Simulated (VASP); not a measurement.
# HfH (P6_3/mmc) in VASP: notebook

One crystal, HfH, is run at these levels: PBE, PBEsol, LDA+U; tasks: relaxation of cell and atoms, relaxation of the atoms.

Everything below comes from runs of VASP 6.6.1. Logs are shortened: lines on timing, memory, paths and dates and some standing lists are left out, and cuts for length are marked.

### 1 Starting point

The structure is hexagonal, space group P6_3/mmc (No. 194). Conventional cell: a = 3.206 Å, b = 3.206 Å, c = 5.328 Å, α = 90.00°, β = 90.00°, γ = 120.00°. Hf (site symmetry -6m2) is surrounded by 6 H at 2.28 Å. Around H (site symmetry -3m) lie 6 Hf at 2.28 Å.

The cell was built by a generator and needn't be a form met in nature.

### 2 Relaxation of cell and atoms, PBE

Input file INCAR:

```
ALGO = Normal
EDIFF = 1E-7
EDIFFG = -0.01
ENCUT = 600
GGA = PE
IBRION = 2
ISIF = 3
ISMEAR = 0
LASPH = True
LCHARG = False
LREAL = False
LWAVE = False
NELM = 60
NSW = 40
PREC = Accurate
SIGMA = 0.05
```

Input file KPOINTS:

```
k-points
0
Gamma
  10 10 5
```

Input file POSCAR:

```
HfH
1.0
    3.2063100000      0.0000000000      0.0000000000
   -1.6031600000      2.7767500000      0.0000000000
    0.0000000000      0.0000000000      5.3282100000
Hf H
2 2
Direct
    0.3333300000      0.6666700000      0.7500000000
    0.6666700000      0.3333300000      0.2500000000
    0.0000000000      0.0000000000      0.0000000000
    0.0000000000      0.0000000000      0.5000000000
```

Potentials or basis: VASP PAW PBE potentials, release 64 (Hf_pv, H).

On the command line:

```
$ cat potpaw_PBE.64/Hf_pv/POTCAR potpaw_PBE.64/H/POTCAR > POTCAR
$ mpirun -np 1 vasp_std > vasp.out
```

OUTCAR:

```text
EDIFF = 1E-7
   EDIFFG = -0.01
   ENCUT = 600
   GGA = PE
   IBRION = 2
   ISIF = 3
   ISMEAR = 0
   LASPH = True
   LREAL = False
   NELM = 60
   NSW = 40
   PREC = Accurate

 ion  position               nearest neighbor table
   1  0.333  0.667  0.750-   3 2.28   4 2.28   3 2.28   4 2.28   3 2.28   4 2.28   2 3.24   2 3.24
                             2 3.24   2 3.24   2 3.24   2 3.24
   2  0.667  0.333  0.250-   3 2.28   4 2.28   3 2.28   4 2.28   3 2.28   4 2.28   1 3.24   1 3.24
                             1 3.24   1 3.24   1 3.24   1 3.24
   3  0.000  0.000  0.000-   1 2.28   2 2.28   2 2.28   1 2.28   2 2.28   1 2.28
   4  0.000  0.000  0.500-   1 2.28   2 2.28   2 2.28   1 2.28   2 2.28   1 2.28

  LATTYP: Found a hexagonal cell.
 ALAT       =     3.2063100000
 C/A-ratio  =     1.6617887852

  Lattice vectors:

 A1 = (   3.2063100000,   0.0000000000,   0.0000000000)
 A2 = (  -1.6031600000,   2.7767500000,   0.0000000000)
 A3 = (   0.0000000000,   0.0000000000,   5.3282100000)

Analysis of symmetry for initial positions (statically):
=====================================================================
 Subroutine PRICEL returns:
 Original cell was already a primitive cell.

 Routine SETGRP: Setting up the symmetry group for a
 hexagonal supercell.

 Subroutine GETGRP returns: Found  8 space group operations
 (whereof  4 operations were pure point group operations)
 out of a pool of 24 trial point group operations.

The static configuration has the point symmetry C_2h.
 The point group associated with its full space group is D_2h.

Analysis of symmetry for dynamics (positions and initial velocities):
=====================================================================
 Subroutine PRICEL returns:
 Original cell was already a primitive cell.

 Routine SETGRP: Setting up the symmetry group for a
 hexagonal supercell.

 Subroutine GETGRP returns: Found  8 space group operations
 (whereof  4 operations were pure point group operations)
 out of a pool of 24 trial point group operations.

The dynamic configuration has the point symmetry C_2h.
 The point group associated with its full space group is D_2h.

 Subroutine INISYM returns: Found  8 space group operations
 (whereof  4 operations are pure point group operations),
 and found     1 'primitive' translations

----------------------------------------------------------------------------------------

                                     Primitive cell

  volume of cell :      47.4377

[... 117 lines left out ...]
   GGA     = PE    functional components
   LHFCALC =     F    Hartree Fock is set to
   AEXX    =    0.0000 exact exchange contribution
   IVDW    =     0    specifies the selected vdW correction
   LEPSILON=     F    determine dielectric tensor
   LRPA    =     F    only Hartree local field effects (RPA)
 conjugate gradient relaxation of ions
 non-spin polarized calculation
 Gauss-broadening in eV      SIGMA  =   0.05
  energy-cutoff  :      600.00
  volume of cell :       47.44
 maximum number of plane-waves:      1605
 NGX is ok and might be reduce to    28
   NGX = 13   NGY = 13   NGZ = 21

--------------------------------------- Ionic step        1  -------------------------------------------

 number of electron      22.0000002 magnetization

 Free energy of the ion-electron system (eV)
  ---------------------------------------------------
  ext. energy  EPLUGINS =         0.00000000
  ---------------------------------------------------
  free energy    TOTEN  =       -27.36753477 eV

  energy without entropy =      -27.36338212  energy(sigma->0) =      -27.36545845

------------------------ aborting loop because EDIFF is reached ----------------------------------------

  FORCE on cell =-STRESS in cart. coord.  units (eV):
  Direction    XX          YY          ZZ          XY          YZ          ZX
  --------------------------------------------------------------------------------------
  -------------------------------------------------------------------------------------
  Total       -0.2565445     -0.2563502     -0.0311307      0.0001694      0.0000000      0.0000000
  in kB       -8.6646222     -8.6580598     -1.0514182      0.0057209      0.0000000      0.0000000
  external PRESSURE =      -6.1247001 kB  Pullay stress =       0.0000000 kB
[... 139 lines left out ...]
--------------------------------------- Ionic step        5  -------------------------------------------

 number of electron      22.0000002 magnetization

 Free energy of the ion-electron system (eV)
  ---------------------------------------------------
  ext. energy  EPLUGINS =         0.00000000
  ---------------------------------------------------
  free energy    TOTEN  =       -27.36833054 eV

  energy without entropy =      -27.36437949  energy(sigma->0) =      -27.36635501

 E-fermi :   5.2110     XC(G=0): -11.5605

 val. band max:        5.2004074687   @ k =  -0.3000   0.3000   0.0000
 cond. band min:       5.2300581216   @ k =   0.1000   0.1000   0.4000
 fundamental gap:      0.0296506529
 Fermi energy:         5.2109827911

 k-point     1 :       0.0000    0.0000    0.0000
  band No.  band energies     occupation
      1     -25.7047      2.00000
      2     -25.1036      2.00000
      3     -25.1036      2.00000
      4     -25.0239      2.00000
      5     -25.0239      2.00000
      6     -25.0174      2.00000
      7      -4.6657      2.00000
      8       0.2674      2.00000
      9       1.0694      2.00000
     10       6.0457      0.00000
     11       6.0956      0.00000
     12       6.0959      0.00000
     13       6.9819      0.00000
     14       6.9820      0.00000
[... 401 lines left out ...]
      2     -25.4768      2.00000
      3     -25.4703      2.00000
      4     -25.2578      2.00000
      5     -25.1764      2.00000
      6     -25.1059      2.00000
      7      -2.1683      2.00000
      8      -0.6321      2.00000
      9       2.7211      2.00000
     10       3.7782      2.00000
     11       5.0361      2.00000
     12       5.4012      0.00000
     13       6.2301      0.00000
     14       8.0448      0.00000
     15       9.1152      0.00000

 [... further k-points ...]

------------------------ aborting loop because EDIFF is reached ----------------------------------------

  FORCE on cell =-STRESS in cart. coord.  units (eV):
  Direction    XX          YY          ZZ          XY          YZ          ZX
  --------------------------------------------------------------------------------------
  -------------------------------------------------------------------------------------
  Total        0.0043365      0.0043904      0.0022301      0.0000467      0.0000000      0.0000000
  in kB        0.1471239      0.1489537      0.0756592      0.0015841      0.0000000      0.0000000
  external PRESSURE =       0.1239123 kB  Pullay stress =       0.0000000 kB
[... 19 lines left out ...]
  FREE ENERGIE OF THE ION-ELECTRON SYSTEM (eV)
  ---------------------------------------------------
  free  energy   TOTEN  =       -27.3683305361 eV

  energy  without entropy=      -27.3643794885  energy(sigma->0) =      -27.36635501

 reached required accuracy - stopping structural energy minimisation
```

OSZICAR:

```text
N       E                     dE             d eps       ncg     rms          rms(c)
DAV:   1     0.523253578452E+02    0.52325E+02   -0.13208E+04  2798   0.153E+03
[... 39 lines left out ...]
       N       E                     dE             d eps       ncg     rms          rms(c)
DAV:   1    -0.273684472660E+02   -0.13813E-03   -0.61170E-03  2853   0.621E-01    0.126E-01
DAV:   2    -0.273683561303E+02    0.91136E-04   -0.14526E-04  3686   0.843E-02    0.302E-02
DAV:   3    -0.273683332633E+02    0.22867E-04   -0.40436E-05  3819   0.387E-02    0.204E-02
DAV:   4    -0.273683310237E+02    0.22396E-05   -0.47620E-06  4001   0.152E-02    0.136E-02
DAV:   5    -0.273683304884E+02    0.53527E-06   -0.78790E-07  3278   0.636E-03    0.288E-03
DAV:   6    -0.273683305361E+02   -0.47635E-07   -0.48356E-08  1724   0.175E-03
   5 F= -.27368331E+02 E0= -.27366355E+02  d E =-.132832E-03
```

It took 1.7 min on 1 thread of Intel Xeon 6975P-C (Granite Rapids), shared host; peak memory 0.24 GiB.

What came out:

```yaml
Free_energy: -27.3683 eV
Relaxed_volume: 11.81 Å³/atom
Relaxed_cell: a = 3.196 Å, b = 3.196 Å, c = 5.339 Å, α = 90.00°, β = 90.00°, γ = 120.00°
Space_group_after_relaxing_to_0.05_Å: P6_3/mmc (No. 194)
Energy_gained_by_relaxing: 0.2 meV/atom
Ionic_steps: 5
Pressure_after_relaxing: 0.0 GPa
Band_gap_on_the_k_mesh: none (metal or under the smearing width)
```

Step by step:
```csv
step,energy change (eV),largest force (eV/Å),pressure (GPa),volume (Å³)
1,0.0000,0.0000,-0.61,47.44
2,-0.0006,0.0000,0.29,47.13
3,-0.0007,0.0000,0.12,47.18
4,-0.0008,0.0001,0.06,47.21
5,-0.0008,0.0001,0.01,47.22
```

Final structure:
```xyz
4
Lattice="3.1960 0.0000 0.0000 -1.5980 2.7678 0.0000 0.0000 0.0000 5.3386" Properties=species:S:1:pos:R:3 pbc="T T T"
Hf    0.0000    1.8452    4.0039
Hf    1.5980    0.9226    1.3346
H     0.0000    0.0000    0.0000
H    -1.5980    2.7678    2.6693
```

Levels at points of the mesh, in eV from the Fermi level:
```
           k point  band 9  band 10  band 11  band 12  band 13  band 14
(0.00, 0.00, 0.00)   -4.14     0.83     0.88     0.88     1.77     1.77
(0.50, 0.00, 0.00)   -3.60    -1.54     0.08     0.69     0.73     5.47
(0.50, 0.50, 0.00)   -3.60    -1.54     0.08     0.69     0.73     5.47
```

### 3 Relaxation of the atoms, PBEsol

Input file INCAR:

```
  ALGO = Normal
  EDIFF = 1E-7
  EDIFFG = -0.005
  ENCUT = 520
  GGA = PS
  IBRION = 2
  ISIF = 2
  ISMEAR = 0
  LASPH = True
  LCHARG = False
  LREAL = False
  LWAVE = False
  NELM = 80
  NSW = 40
  PREC = Accurate
  SIGMA = 0.05
```

KPOINTS is that of step 2.

POSCAR is that of step 2.

Potentials or basis: VASP PAW PBE potentials, release 64 (Hf_pv, H).

On the command line:

```
$ cat potpaw_PBE.64/Hf_pv/POTCAR potpaw_PBE.64/H/POTCAR > POTCAR
$ mpirun -np 1 vasp_std > vasp.out
```

It took 18 s on 1 thread of Intel Xeon 6975P-C (Granite Rapids), shared host; peak memory 0.2 GiB.

It converged, with:

```yaml
Free_energy: -28.6077 eV
Pressure_after_relaxing: -5.2 GPa
Band_gap_on_the_k_mesh: none (metal or under the smearing width)
```

Stress tensor (GPa, compression positive):
```
-5.58  0.00  0.00
 0.00 -5.58  0.00
 0.00  0.00 -4.48
```

Final structure:
```
Hf H
1.0
     3.20631    0.00000    0.00000
    -1.60316    2.77675    0.00000
     0.00000    0.00000    5.32821
Hf H
2 2
Direct
  0.33333 0.66667 0.75000
  0.66667 0.33333 0.25000
  0.00000 0.00000 0.00000
  0.00000 0.00000 0.50000
```

Levels at points of the mesh, in eV from the Fermi level:
```tsv
k point	band 9	band 10	band 11	band 12	band 13	band 14
(0.00, 0.00, 0.00)	-4.13	0.85	0.85	0.87	1.76	1.76
(0.50, 0.00, 0.00)	-3.61	-1.52	0.10	0.64	0.73	5.55
(0.50, 0.50, 0.00)	-3.61	-1.52	0.10	0.64	0.73	5.55
```

Caveat: the relaxation stopped at its first step, so nothing moved; the PAW data sets were made with another functional, which shifts forces and pressure a little. Spin-orbit coupling is left out, which matters for the levels of Hf.

### 4 Relaxation of cell and atoms, LDA+U, spin-orbit coupling, no magnetisation

Input file run.py:

```python
from ase.calculators.vasp import Vasp
from ase.filters import FrechetCellFilter
from ase.io import read
from ase.optimize import BFGS

atoms = read('POSCAR')
calc = Vasp(
    directory='calc',
    xc='lda',
    pp='LDA',
    setups='gw',
    prec='Accurate',
    encut=630,
    ediff=1e-07,
    ismear=0,
    sigma=0.05,
    lreal=False,
    lasph=True,
    nelm=60,
    algo='Normal',
    isif=2,
    lwave=False,
    lcharg=False,
    lorbit=11,
    lsorbit=True,
    gga_compat=False,
    lmaxmix=4,
    ldautype=2,
    ldauprint=1,
    ldau_luj={'Hf': {'L': 2, 'U': 3, 'J': 0}},
    kpts=[7, 7, 4],
    gamma=True,
)
atoms.calc = calc
opt = BFGS(FrechetCellFilter(atoms), trajectory='relax.traj')
converged = opt.run(fmax=0.005, steps=40)
print('converged:', converged)

print('energy (eV):', atoms.get_potential_energy())
print('free energy (eV):', atoms.get_potential_energy(force_consistent=True))
print('forces (eV/A):')
print(atoms.get_forces())
print('stress (eV/A^3, Voigt):', atoms.get_stress())
print('Fermi level (eV):', calc.get_fermi_level())
print('cell (A, degrees):', atoms.cell.cellpar())
print('volume (A^3):', atoms.get_volume())
print('scaled positions:')
print(atoms.get_scaled_positions())
```

POSCAR is that of step 3.

Potentials or basis: VASP PAW LDA potentials, release 64 (Hf_sv_GW, H_GW).

On the command line:

```
$ python run.py
```

Standard output:

```text
Step     Time          Energy          fmax
BFGS:    0 --:--:--      -34.207445        0.170966
BFGS:    1 --:--:--      -34.207891        0.156101
BFGS:    2 --:--:--      -34.209519        0.027738
BFGS:    3 --:--:--      -34.209558        0.025847
BFGS:    4 --:--:--      -34.209759        0.001825
converged: True
energy (eV): -34.20794895
free energy (eV): -34.20975891
forces (eV/A):
[[-1.9897e-04  1.4128e-04 -1.6500e-06]
 [ 1.9897e-04 -1.4128e-04  1.6500e-06]
 [-0.0000e+00 -0.0000e+00  0.0000e+00]
 [-0.0000e+00 -0.0000e+00  0.0000e+00]]
stress (eV/A^3, Voigt): [-8.43807095e-05 -9.26347808e-05 -1.55327451e-04  6.89062607e-09
  2.37177347e-10 -5.78258968e-06]
Fermi level (eV): 9.06821883
cell (A, degrees): [  3.20396204   3.20396459   5.28593345  90.00000085  90.00000298
 119.99951629]
volume (A^3): 46.99260379037782
scaled positions:
[[3.33324988e-01 6.66678384e-01 7.50000017e-01]
 [6.66675012e-01 3.33321616e-01 2.49999983e-01]
 [0.00000000e+00 3.35428439e-20 0.00000000e+00]
 [2.48101517e-20 0.00000000e+00 5.00000000e-01]]
```

OUTCAR:

```text
ENCUT = 630.000000
   EDIFF = 1.00e-07
   PREC = Accurate
   ISIF = 2
   ISMEAR = 0
   LORBIT = 11
   NELM = 60
   LASPH = .TRUE.
   LSORBIT = .TRUE.
   LREAL = .FALSE.

 ion  position               nearest neighbor table
   1  0.333  0.667  0.750-   3 2.27   4 2.27   3 2.27   4 2.27   3 2.27   4 2.27   2 3.23   2 3.23
                             2 3.23   2 3.23   2 3.23   2 3.23
[... 1432 lines left out ...]
tot          9.657  11.997   2.579   0.045  24.278

 magnetization (x)

# of ion       s       p       d       f       tot
--------------------------------------------------
    1        0.000   0.000   0.000   0.000   0.000
    2        0.000   0.000   0.000   0.000   0.000
    3        0.000   0.000  -0.000   0.000   0.000
    4        0.000   0.000  -0.000   0.000   0.000
--------------------------------------------------
tot          0.000   0.000   0.000   0.000   0.000

 magnetization (y)

# of ion       s       p       d       f       tot
--------------------------------------------------
    1        0.000   0.000   0.000   0.000   0.000
    2        0.000   0.000   0.000   0.000   0.000
    3        0.000   0.000  -0.000   0.000   0.000
    4        0.000   0.000  -0.000   0.000   0.000
--------------------------------------------------
tot          0.000   0.000   0.000   0.000   0.000

 magnetization (z)

# of ion       s       p       d       f       tot
--------------------------------------------------
    1        0.000   0.000   0.000   0.000   0.000
    2        0.000   0.000   0.000   0.000   0.000
    3        0.000   0.000   0.000   0.000   0.000
    4        0.000   0.000   0.000   0.000   0.000
--------------------------------------------------
tot          0.000   0.000   0.000   0.000   0.000
```

INCAR:

```text
ENCUT = 630.000000
SIGMA = 0.050000
EDIFF = 1.00e-07
ALGO = Normal
PREC = Accurate
ISIF = 2
ISMEAR = 0
LDAUPRINT = 1
LDAUTYPE = 2
LMAXMIX = 4
LORBIT = 11
NELM = 60
LASPH = .TRUE.
LCHARG = .FALSE.
LWAVE = .FALSE.
LSORBIT = .TRUE.
GGA_COMPAT = .FALSE.
LREAL = .FALSE.
LDAU = .TRUE.
LDAUL = 2 -1
LDAUU = 3.000 0.000
LDAUJ = 0.000 0.000
```

It took 28 min on 1 thread of Intel Xeon 6975P-C (Granite Rapids), shared host; peak memory 0.51 GiB.

What came out:

* Free energy: -34.2098 eV
* Relaxed volume: 11.75 Å³/atom
* Relaxed cell: a = 3.204 Å, b = 3.204 Å, c = 5.286 Å, α = 90.00°, β = 90.00°, γ = 120.00°
* Space group after relaxing (to 0.05 Å): P6_3/mmc (No. 194)
* Energy gained by relaxing: 0.6 meV/atom
* Ionic steps: 5
* Pressure after relaxing: 0.0 GPa
* Valence electrons inside the program's atomic spheres: Hf 11.61; H 0.53

The path:
```csv
step,energy change (eV),largest force (eV/Å),pressure (GPa),volume (Å³)
1,0.0000,0.0001,-1.32,47.44
2,-0.0004,0.0001,-1.17,47.39
3,-0.0021,0.0001,0.17,46.94
4,-0.0021,0.0001,0.16,46.95
5,-0.0023,0.0002,0.02,46.99
```

Final structure:
```cif
data_structure
_symmetry_space_group_name_H-M 'P 1'
_symmetry_Int_Tables_number 1
_cell_length_a 3.2040
_cell_length_b 3.2040
_cell_length_c 5.2859
_cell_angle_alpha 90.000
_cell_angle_beta 90.000
_cell_angle_gamma 120.000
_cell_volume 46.99
loop_
_atom_site_label
_atom_site_type_symbol
_atom_site_fract_x
_atom_site_fract_y
_atom_site_fract_z
_atom_site_occupancy
Hf1 Hf 0.33332 0.66668 0.75000 1
Hf2 Hf 0.66668 0.33332 0.25000 1
H1 H 0.00000 0.00000 0.00000 1
H2 H 0.00000 0.00000 0.50000 1
```

Caveat: the U is typed as a test and isn't derived for this compound.

### 5 The reference run

An earlier run on the cell as given: functional PBE; potentials or basis VASP PAW PBE potentials, release 64 (Hf_pv, H); cutoff 520 eV; k mesh 10 × 10 × 5; occupations fermi-dirac, width 0.05 eV; no spin polarisation.

- Pressure: -0.6 GPa
- Band gap on the k mesh: none (metal or under the smearing width)

### 6 The runs side by side

| task | level | potentials or basis | spin | U | cell | k mesh | cutoff (eV) | smearing | optimiser | gap on the mesh (eV) | pressure (GPa) | relaxed volume (Å³/atom) |
| --- | --- | --- | --- | --- | --- | --- | --- | --- | --- | --- | --- | --- |
| relaxation of cell and atoms | PBE | VASP PAW PBE potentials, release 64 (Hf_pv, H) | off | - | relaxed | 10 × 10 × 5 | 600 | gaussian 0.05 eV | - | none | 0.0 | 11.81 |
| relaxation of the atoms | PBEsol | VASP PAW PBE potentials, release 64 (Hf_pv, H) | off | - | atoms relaxed | 10 × 10 × 5 | 520 | gaussian 0.05 eV | - | none | -5.2 | - |
| relaxation of cell and atoms | LDA+U | VASP PAW LDA potentials, release 64 (Hf_sv_GW, H_GW) | SOC, no magnetisation | Hf d U = 3 eV | relaxed | 7 × 7 × 4 | 630 | gaussian 0.05 eV | BFGS | - | 0.0 | 11.75 |
| single point | PBE | VASP PAW PBE potentials, release 64 (Hf_pv, H) | off | - | as given | 10 × 10 × 5 | 520 | fermi-dirac 0.05 eV | - | none | -0.6 | - |

Caveats: the relaxation stopped at its first step, so nothing moved (some runs); the PAW data sets were made with another functional, which shifts forces and pressure a little (some runs); the U is typed as a test and isn't derived for this compound (some runs).

Absolute energies hang on the potentials; compare differences alone.
